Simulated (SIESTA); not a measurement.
Crystal: SiS2.

```
S Si
1.0
    -2.78200    4.77250    2.77600
     2.78200   -4.77250    2.77600
     2.78200    4.77250   -2.77600
S Si
4 2
Cartesian
  1.1618 -1.1282 2.7760
  1.6202 5.9007 0.0000
  1.6202 3.6443 2.7760
  1.1618 1.1282 0.0000
  0.0000 0.0000 1.3880
  0.0000 0.0000 4.1640
```

| Item | Value |
| --- | --- |
| Program | SIESTA 5.4.2 |
| Task | single point |
| Functional | PBE |
| Potentials or basis | PseudoDojo 0.4 standard (PBE files) |
| Basis | DZP (energy shift 0.003 Ry) |
| Grid cutoff | 500 Ry |
| Energy shift | 0.003 Ry |
| k mesh | 7 × 7 × 7 |
| Occupations | fermi-dirac, width 0.05 eV |
| Spin | no spin polarisation |

On this cell: pressure 3.8 GPa; largest force 0.764 eV/Å; band gap on the k mesh 2.76 eV, indirect (least direct gap 3.14 eV).

The same run follows on a disturbed copy (atoms moved at random, drawn with an rms of 0.05 Å):

```
S Si
1.0
    -2.78200    4.77250    2.77600
     2.78200   -4.77250    2.77600
     2.78200    4.77250   -2.77600
S Si
4 2
Direct
  0.37612 0.70996 0.09359
  0.61924 0.29564 0.91242
  0.87996 0.79500 0.67132
  0.12150 0.20206 0.32015
  0.25765 0.25133 0.00535
  0.75618 0.75807 0.00390
```

**Question.** What changes?

**Answer.** The energy moves by +14.9 meV/atom; pressure 3.8 GPa; largest force 1.913 eV/Å; band gap on the k mesh 2.72 eV, indirect (least direct gap 3.07 eV).

Forces in eV/Å, atoms in the order of the input:
```
S   -0.089  0.249  0.224
S   -0.878  0.888  0.395
S   -0.152  0.024  0.089
S    1.357  1.346 -0.075
Si  -0.050 -1.467  0.171
Si  -0.188 -1.040 -0.804
```

Stress tensor (GPa, compression positive):
```
 3.63  0.81 -0.43
 0.81  3.40  0.01
-0.43  0.01  4.50
```

Caveats: an odd mesh through Γ misses points on the zone boundary, where band edges often lie; the basis of atomic orbitals isn't converged, which shifts pressures, moduli and gaps.
